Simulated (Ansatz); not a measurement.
# Pd (P6_3/mmc) in Ansatz: settings compared

The runs below take Pd through band structure, single point, equation of state, with PBEsol, LDA.

Program: Ansatz 0.2.0. These are calculated values, not measurements. Logs are shortened: lines on timing, memory, paths and dates and some standing lists are left out, and cuts for length are marked.

## 1. Starting point

It takes space group P6_3/mmc (No. 194, hexagonal). The conventional cell has a = 2.784 Å, b = 2.784 Å, c = 4.629 Å, α = 90.00°, β = 90.00°, γ = 120.00°. Around Pd (site symmetry -6m2) lie 12 Pd at 2.78 to 2.82 Å.

This isn't the form of Pd at room conditions, which is fcc.

## 2. Band structure, PBEsol

File input.yaml:

```yaml
crystal:
  lattice:
    - [2.7836650458, 0.0, 0.0]
    - [-1.3918325229, 2.4107246453, 0.0]
    - [0.0, 0.0, 4.628893]
  atoms:
    - { symbol: Pd, position: [0.3333333333, 0.6666666667, 0.25] }
    - { symbol: Pd, position: [0.6666666667, 0.3333333333, 0.75] }
kpoints:
  mp_grid: { grid: [11, 11, 6] }
  band_path:
    path:
      - [0.0, 0.0, 0.0]
      - [0.5, 0.0, 0.0]
      - [0.3333333333, 0.3333333333, 0.0]
      - [0.0, 0.0, 0.0]
      - [0.0, 0.0, 0.5]
      - [0.5, 0.0, 0.5]
      - [0.3333333333, 0.3333333333, 0.5]
      - [0.0, 0.0, 0.5]
    npoints: 10
scf:
  occupations: { method: fermi_dirac, width: 0.05 }
hamiltonian:
  xc: pbesol
  pseudopotentials: { kind: all_electron, lapw: { basis_error: 0.001 } }
output:
  forces: true
  stress: true
  eigenvalues: true
```

Potentials or basis: all-electron LAPW, scalar-relativistic.

Run with:

```
$ ansatz run input.yaml --threads 1 --pin off --max-ram 3072MiB --backend cpu --events-out ev --progress --plain --runs-dir out
```

What it wrote:

```text
Warning: RAYON_NUM_THREADS=1 ignored (pool sized by the plan → 1); use --threads N
LAPW: plane waves up to 8.258 Å⁻¹, error target 1.0e-3 eV per atom; small_component_spin mean_spin; Pd in spheres of 1.392 Å, 28 of its electrons in bands, Dirac shells [] (how accurate: hamiltonian.pseudopotentials.lapw.basis_error, Limitations)
Engine: ansatz 0.2.0, x86_64-unknown-linux-gnu
Pseudopotentials: kind: all_electron
Pseudopotential: Pd, LAPW, valence charge 28, lapw/all_electron/scalar/gaussian/Pd, Koelling and Harmon's equation, gaussian nucleus
Functional definition: PBEsol
  exchange = pbesol_x
  correlation = pbesol_c
Crystal: 2 atoms, lattice volume = 31.063 Å³
Basis set: ecut = 259.83522546725584 eV, 301 PW (Γ), exchange–correlation at level 2
Bands: 34, of which v1, the nominal top of the filled ones, is band 28 counted from 1 (27 counted from 0)
Symmetry: 24 space group operations
Space group: P63/mmc (ITA 194), of the structure as read, at distance tolerance 3.1e-5 Å
k-points: 64 of 726
Non-local potential: Pd, projectors of the file, none
Initial density: superposition of atomic densities (chi_scale 0.1, normalization cell)
Initial wavefunctions: plane waves of lowest kinetic energy (no species holds an atomic orbital)
Functional: x = pbesol(κ = 0.804, μ = 0.12345679012345678), c = pbesol(β = 0.046)
iter 1 solved again at ethr=9.04e-4 eV; its pass at ethr=1.00e-1 eV (dr2=5.06e-1 eV) is discarded
SCF iter   1: F=—  HF=-274483.044109 eV  |F-HF|=—  |Δ(HF+E_count)|=         —  Δρ=5.30e-2  dr2=5.08e-1  ethr=9.04e-4  ⟨swp⟩=2.3  Hψ=13666  notcnv=0
preconditioner: auto → LDOS  [metal: Δε(μ)=0.012 eV  Ē_g=11.017 eV  σ=0.050 eV  W_gap=0.06  n_scr=22 (ndim 8)  ℏωp=29.8 eV  f_vac=0.015  D(μ)=5.93/eV (n_scr^D=110)  β→1.0]
iter 2 solved again at ethr=6.86e-5 eV; its pass at ethr=9.04e-4 eV (dr2=3.84e-2 eV) is discarded
SCF iter   2: F=—  HF=-274483.733048 eV  |F-HF|=—  |Δ(HF+E_count)|=   6.89e-1  Δρ=1.78e-2  dr2=3.84e-2  ethr=6.86e-5  ⟨swp⟩=2.0  Hψ=11252  notcnv=0
preconditioner: auto → Kerker (q_TF=auto, 3.010 Å⁻¹)  [metal: Δε(μ)=0.011 eV  Ē_g=12.585 eV  σ=0.050 eV  W_gap=0.06  n_scr=22 (ndim 8)  ℏωp=29.8 eV  f_vac=0.000  D(μ)=5.68/eV (n_scr^D=98)  β→0.5]
SCF iter   3: F=—  HF=-274480.852108 eV  |F-HF|=—  |Δ(HF+E_count)|=    2.88e0  Δρ=1.42e-2  dr2=4.10e-2  ethr=6.86e-5  ⟨swp⟩=3.0  Hψ=7510  notcnv=0
SCF iter   4: F=—  HF=-274480.853645 eV  |F-HF|=—  |Δ(HF+E_count)|=         —  Δρ=6.08e-3  dr2=1.14e-2  ethr=6.86e-5  ⟨swp⟩=2.0  Hψ=5973  notcnv=0
the basis was enlarged: its passes take 91.6 KiB over the memory plan, 1 of 1 planned eigensolver slots
SCF iter   5: F=—  HF=-274480.856627 eV  |F-HF|=—  |Δ(HF+E_count)|=   2.98e-3  Δρ=1.62e-3  dr2=7.81e-4  ethr=2.03e-5  ⟨swp⟩=2.0  Hψ=6268  notcnv=0
SCF iter   6: F=—  HF=-274480.856638 eV  |F-HF|=—  |Δ(HF+E_count)|=   1.16e-5  Δρ=4.02e-4  dr2=2.94e-5  ethr=1.40e-6  ⟨swp⟩=2.0  Hψ=6290  notcnv=0
SCF iter   7: F=—  HF=-274480.856628 eV  |F-HF|=—  |Δ(HF+E_count)|=   1.06e-5  Δρ=1.42e-4  dr2=4.03e-6  ethr=5.25e-8  ⟨swp⟩=2.0  Hψ=6290  notcnv=0
SCF iter   8: F=—  HF=-274480.856625 eV  |F-HF|=—  |Δ(HF+E_count)|=   2.98e-6  Δρ=4.61e-5  dr2=4.48e-7  ethr=7.20e-9  ⟨swp⟩=2.0  Hψ=6290  notcnv=0
SCF iter   9: F=-274480.856625 eV  HF=-274480.856625 eV  |F-HF|=1.05e-9  |Δ(HF+E_count)|=   9.09e-8  Δρ=7.29e-6  dr2=1.28e-8  ethr=8.01e-10  ⟨swp⟩=2.0  Hψ=6290  notcnv=0
SCF 1 converged in 9 iterations: F = -274480.856625 eV  dr2 = 1.28e-8
NSCF: frozen V_eff on 71 k-points
SCF converged after 9 iterations
Free energy (F): -274480.856625 eV
Harris-Foulkes:  -274480.856625 eV  (|F-HF|=1.05e-9)
Internal energy: -274480.808544 eV  (E = F + TS)
E sigma→0 (E₀):  -274480.832584 eV
Entropy (-TS):   -0.048081 eV (-24.041 meV/atom)
Fermi energy:    19.923665 eV
--- Per-component energies (eV) ---
  E_band       = -6348.667387
  E_kinetic    = 286425.635584
  E_xc         = -7709.686213
  E_electrostatic = -553196.757915  (all electrons and nuclei)
  E_smearing   = -0.048081  (= −TS)
  E_closure    = 0.000000  (closes the sum)
  E_atoms      = -274472.095641  (free atoms, spherical and without spin; not in F)
  Σ components = -274480.856625   (vs F -274480.856625, Δ=0.00e0)
  Basis errors (estimates in eV, not in F): energy 2.4e-4 per atom: plane waves 2.0e-4 (9.9e-5 summed), levels above the bands 1.3e-117, relativity 2.6e-8, radial functions 4.7e-5, core shells 3.8e-8; eigenvalues (radial functions only) 5.2e-6; not estimated: angular momenta, meshes, grids; target (lapw.basis_error) 1.0e-3; muffin-tin radii Pd 1.392 Å
--- Forces (eV/Å), atoms counted from 1 ---
  atom   1  Pd    -0.00000000     0.00000000     0.00000000
  atom   2  Pd     0.00000000    -0.00000000     0.00000000
  max |Σ_I F_I| component: 0.00e0 eV/Å
--- Stress (GPa, compression-positive) ---
      -10.578108      -0.000000       0.000000
       -0.000000     -10.578108       0.000000
        0.000000       0.000000     -10.017674
  P = ⅓ Tr σ = -10.3913 GPa (-103.913 kbar)
--- Band table (eV; the first three rows and the last of 64) ---
  k-point 0: bands = ["-304.3473", "-304.3473", "-304.3473", "-304.3473", "-304.3197", "-304.3197", "-304.3112", "-304.3112", "-304.3112", "-304.3112", "-63.9825", "-63.9429", "-29.8330", "-29.5990", "-29.5990", "-29.5543", "-29.5543", "-29.5071", "13.0510", "14.9357", "17.1821", "17.3717", "17.3717", "17.7015", "17.7015", "18.3540", "18.3540", "19.6950", "19.6950", "20.7886", "26.5025", "36.7694", "38.3159", "39.0836"]
  k-point 1: bands = ["-304.3473", "-304.3473", "-304.3473", "-304.3473", "-304.3197", "-304.3197", "-304.3112", "-304.3112", "-304.3112", "-304.3112", "-63.9799", "-63.9455", "-29.8115", "-29.5960", "-29.5960", "-29.5573", "-29.5573", "-29.5293", "13.2832", "14.9690", "17.1215", "17.3212", "17.3212", "17.6308", "17.6308", "18.5226", "18.5226", "19.6638", "19.6638", "19.8196", "27.8397", "36.3637", "38.5096", "38.5913"]
  k-point 2: bands = ["-304.3473", "-304.3473", "-304.3473", "-304.3473", "-304.3197", "-304.3197", "-304.3112", "-304.3112", "-304.3112", "-304.3112", "-63.9727", "-63.9528", "-29.7526", "-29.5896", "-29.5878", "-29.5878", "-29.5655", "-29.5655", "13.9157", "14.9805", "17.0225", "17.2765", "17.2765", "17.4728", "17.4728", "18.2310", "18.8874", "18.8874", "19.5331", "19.5331", "30.5622", "35.5900", "37.7293", "37.7699"]
  k-point 63: bands = ["-304.3473", "-304.3473", "-304.3473", "-304.3473", "-304.3197", "-304.3197", "-304.3112", "-304.3112", "-304.3112", "-304.3112", "-63.9279", "-63.9279", "-29.8279", "-29.8279", "-29.7557", "-29.7557", "-29.5871", "-29.5871", "15.9797", "15.9797", "16.5773", "16.5773", "17.3167", "17.3167", "18.3114", "18.3114", "19.7719", "19.7719", "25.9767", "25.9767", "28.2479", "28.2479", "29.7635", "29.7635"]
```

Wall time 25 s (1 thread of Intel Xeon at 2.70GHz, shared host); peak memory 0.4 GiB.

Results:

```
Free energy             : -274480.8566 eV
Pressure                : -10.4 GPa
Band gap along the path : none (metal or under the smearing width)
```

Stress tensor (GPa, compression positive):
```
-10.58   0.00   0.00
  0.00 -10.58   0.00
  0.00   0.00 -10.02
```

Levels at the corners of the path, in eV from the Fermi level:
```csv
point,band 24,band 25,band 26,band 27,band 28,band 29,band 30,band 31,band 32,band 33
Γ,-2.22,-2.22,-1.57,-1.57,-0.23,-0.23,0.86,6.58,16.85,18.39
M,-2.02,-1.68,0.00,0.02,0.18,2.48,4.32,9.30,9.61,12.47
K,-2.70,-1.72,-0.48,-0.48,-0.35,5.71,5.90,5.90,11.96,12.91
Γ,-2.22,-2.22,-1.57,-1.57,-0.23,-0.23,0.86,6.58,16.85,18.39
A,-2.59,-2.59,-2.59,-0.66,-0.66,-0.66,-0.66,13.60,13.60,17.30
L,-1.44,-0.45,-0.45,0.11,0.11,2.56,2.56,7.81,7.81,15.95
H,-2.63,-1.70,-1.70,-0.17,-0.17,6.70,6.70,8.43,8.43,8.96
A,-2.59,-2.59,-2.59,-0.66,-0.66,-0.66,-0.66,13.60,13.60,17.30
```

## 3. Single point, LDA, 14.60 Å³/atom (volume scaled by 0.94)

File input.yaml:

```yaml
crystal:
  lattice:
    - [2.7268396102, 0.0, 0.0]
    - [-1.3634198051, 2.3615123745, 0.0]
    - [0.0, 0.0, 4.5343992815]
  atoms:
    - { symbol: Pd, position: [0.3333333333, 0.6666666667, 0.25] }
    - { symbol: Pd, position: [0.6666666667, 0.3333333333, 0.75] }
kpoints:
  mp_grid: { grid: [11, 11, 6] }
scf:
  occupations: { method: fermi_dirac, width: 0.05 }
hamiltonian:
  xc: lda
  pseudopotentials: { kind: all_electron, lapw: { basis_error: 0.001 } }
output:
  forces: true
  stress: true
  eigenvalues: true
```

Potentials or basis: all-electron LAPW, scalar-relativistic.

Run with:

```
$ ansatz run input.yaml --threads 1 --pin off --max-ram 3072MiB --backend cpu --events-out ev --progress --plain --runs-dir out
```

It took 23 s on 1 thread of Intel Xeon at 2.70GHz, shared host; peak memory 0.4 GiB.

Results (log left out):

```yaml
Free_energy: -274357.0300 eV
Pressure: -5.6 GPa
Band_gap_on_the_k_mesh: none (metal or under the smearing width)
```

## 4. Single point, LDA, 14.91 Å³/atom (volume scaled by 0.96)

Edit input.yaml of step 3 so:

```diff
@@ -2,5 +2,5 @@
   lattice:
-    - [2.7268396102, 0.0, 0.0]
-    - [-1.3634198051, 2.3615123745, 0.0]
-    - [0.0, 0.0, 4.5343992815]
+    - [2.7460433387, 0.0, 0.0]
+    - [-1.3730216694, 2.3781432912, 0.0]
+    - [0.0, 0.0, 4.566332723]
   atoms:
```

Run with:

```
$ ansatz run input.yaml --threads 1 --pin off --max-ram 3072MiB --backend cpu --events-out ev --progress --plain --runs-dir out
```

It took 21 s on 1 thread of Intel Xeon at 2.70GHz, shared host; peak memory 0.39 GiB.

It converged, with:

- Free energy: -274357.0005 eV
- Pressure: -9.5 GPa
- Band gap on the k mesh: none (metal or under the smearing width)

## 5. Single point, LDA, 15.22 Å³/atom (volume scaled by 0.98)

Edit input.yaml of step 4 so:

```diff
@@ -2,5 +2,5 @@
   lattice:
-    - [2.7460433387, 0.0, 0.0]
-    - [-1.3730216694, 2.3781432912, 0.0]
-    - [0.0, 0.0, 4.566332723]
+    - [2.7649821671, 0.0, 0.0]
+    - [-1.3824910836, 2.3945447978, 0.0]
+    - [0.0, 0.0, 4.597825668]
   atoms:
```

Run with:

```
$ ansatz run input.yaml --threads 1 --pin off --max-ram 3072MiB --backend cpu --events-out ev --progress --plain --runs-dir out
```

Run time: 23 s. Hardware: 1 thread of Intel Xeon at 2.70GHz, shared host; peak memory 0.39 GiB.

Results (log left out):

```yaml
Free_energy: -274356.9572 eV
Pressure: -12.8 GPa
Band_gap_on_the_k_mesh: none (metal or under the smearing width)
```

## 6. Single point, LDA, 15.53 Å³/atom

Edit input.yaml of step 5 so:

```diff
@@ -2,5 +2,5 @@
   lattice:
-    - [2.7649821671, 0.0, 0.0]
-    - [-1.3824910836, 2.3945447978, 0.0]
-    - [0.0, 0.0, 4.597825668]
+    - [2.7836650458, 0.0, 0.0]
+    - [-1.3918325229, 2.4107246453, 0.0]
+    - [0.0, 0.0, 4.628893]
   atoms:
```

Potentials or basis: all-electron LAPW, scalar-relativistic.

Run with:

```
$ ansatz run input.yaml --threads 1 --pin off --max-ram 3072MiB --backend cpu --events-out ev --progress --plain --runs-dir out
```

Wall time 19 s (1 thread of Intel Xeon at 2.70GHz, shared host); peak memory 0.4 GiB.

The run converged. Its results:

```yaml
Free_energy: -274356.9018 eV
Pressure: -15.7 GPa
Band_gap_on_the_k_mesh: none (metal or under the smearing width)
```

## 7. Single point, LDA, 15.84 Å³/atom (volume scaled by 1.02)

Edit input.yaml of step 6 so:

```diff
@@ -2,5 +2,5 @@
   lattice:
-    - [2.7836650458, 0.0, 0.0]
-    - [-1.3918325229, 2.4107246453, 0.0]
-    - [0.0, 0.0, 4.628893]
+    - [2.8021004509, 0.0, 0.0]
+    - [-1.4010502255, 2.4266901745, 0.0]
+    - [0.0, 0.0, 4.6595488139]
   atoms:
```

Run with:

```
$ ansatz run input.yaml --threads 1 --pin off --max-ram 3072MiB --backend cpu --events-out ev --progress --plain --runs-dir out
```

Wall time 20 s (1 thread of Intel Xeon at 2.70GHz, shared host); peak memory 0.39 GiB.

The run converged. Its results:

```
Free energy            : -274356.8360 eV
Pressure               : -18.2 GPa
Band gap on the k mesh : none (metal or under the smearing width)
```

## 8. Single point, LDA, 16.15 Å³/atom (volume scaled by 1.04)

Edit input.yaml of step 7 so:

```diff
@@ -2,5 +2,5 @@
   lattice:
-    - [2.8021004509, 0.0, 0.0]
-    - [-1.4010502255, 2.4266901745, 0.0]
-    - [0.0, 0.0, 4.6595488139]
+    - [2.8202964182, 0.0, 0.0]
+    - [-1.4101482091, 2.4424483444, 0.0]
+    - [0.0, 0.0, 4.6898064722]
   atoms:
```

Run with:

```
$ ansatz run input.yaml --threads 1 --pin off --max-ram 3072MiB --backend cpu --events-out ev --progress --plain --runs-dir out
```

Wall time 20 s (1 thread of Intel Xeon at 2.70GHz, shared host); peak memory 0.39 GiB.

Results (log left out):

```yaml
Free_energy: -274356.7613 eV
Pressure: -20.3 GPa
Band_gap_on_the_k_mesh: none (metal or under the smearing width)
```

## 9. Single point, LDA, 16.46 Å³/atom (volume scaled by 1.06)

Edit input.yaml of step 8 so:

```diff
@@ -2,5 +2,5 @@
   lattice:
-    - [2.8202964182, 0.0, 0.0]
-    - [-1.4101482091, 2.4424483444, 0.0]
-    - [0.0, 0.0, 4.6898064722]
+    - [2.838260574, 0.0, 0.0]
+    - [-1.419130287, 2.4580057597, 0.0]
+    - [0.0, 0.0, 4.7196786564]
   atoms:
```

Potentials or basis: all-electron LAPW, scalar-relativistic.

Run with:

```
$ ansatz run input.yaml --threads 1 --pin off --max-ram 3072MiB --backend cpu --events-out ev --progress --plain --runs-dir out
```

It took 19 s on 1 thread of Intel Xeon at 2.70GHz, shared host; peak memory 0.39 GiB.

Results (log left out):

* Free energy: -274356.6790 eV
* Pressure: -22.1 GPa
* Band gap on the k mesh: none (metal or under the smearing width)

## 10. Equation of state, LDA

Potentials or basis: all-electron LAPW, scalar-relativistic.

No new run: the results of the series are fitted here.

Results:

```
Equilibrium volume                        : 14.22 Å³/atom (rough: see the caveat)
Bulk modulus at fixed shape and positions : 227 GPa (rough)
```

Energy against volume, from the lowest point:
```tsv
volume (Å³/atom)	energy (meV/atom)
14.600	0.00
14.910	14.71
15.221	36.37
15.531	64.07
15.842	96.96
16.153	134.31
16.463	175.48
```

Caveat: the minimum lies outside the volumes run; the cell was scaled at fixed shape and fractional positions, which overstates the stiffness of a crystal with free parameters, most of all of layers and chains.
